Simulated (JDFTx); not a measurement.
## KTaO3 under changes of volume

One of the cells (12.688 Å³/atom); the others are scaled copies at fixed shape and fractional positions:

```
Ta K O
1.0
     3.98830    0.00000    0.00000
     0.00000    3.98830    0.00000
     0.00000    0.00000    3.98830
Ta K O
1 1 3
Direct
  0.00000 0.00000 0.00000
  0.50000 0.50000 0.50000
  0.00000 0.00000 0.50000
  0.00000 0.50000 0.00000
  0.50000 0.00000 0.00000
```

- Program: JDFTx 1.7.0 (patched build)
- Functional: PBEsol
- Potentials or basis: PseudoDojo-SR-PBEsol-0.4.1-standard with smoothed tails
- Cutoff: 1143 eV
- Density cutoff: 9143 eV
- k mesh: 7 × 7 × 7
- Occupations: fermi-dirac, width 0.05 eV
- Spin: no spin polarisation

```tsv
volume (Å³/atom)	energy over the lowest point (meV/atom)	pressure (GPa)	gap on the mesh (eV)
11.927	?	?	?
12.180	8.09	7.1	2.30
12.434	0.58	2.4	2.25
12.688	0.00	-1.7	2.21
12.942	5.62	-5.4	2.16
13.196	16.79	-8.7	2.12
13.449	32.93	-11.7	2.07
```

What does the run at 11.927 Å³/atom give?

Energy over the lowest point 23.33 meV/atom; pressure 12.2 GPa; gap on the mesh 2.34 eV.

Worked out: A Birch-Murnaghan fit of order 3 (a polynomial in V^(-2/3)) to the other rows has its minimum at 12.58 Å³/atom with B0 = V·E''(V) = 203 GPa and B' = 4.3. It gives 23.21 meV/atom at 11.927 Å³/atom, against the run's 23.33, and -dE/dV = 12.2 GPa, against 12.2. A straight line through the other rows of the gap, of slope -2.29 eV per unit of ln V, extrapolates to 2.35 eV, against the run's 2.34.

Energies are extrapolated to zero smearing.

Caveats: spin-orbit coupling is left out, which moves the levels of the heavy elements; an odd mesh through Γ misses points on the zone boundary, where band edges often lie.
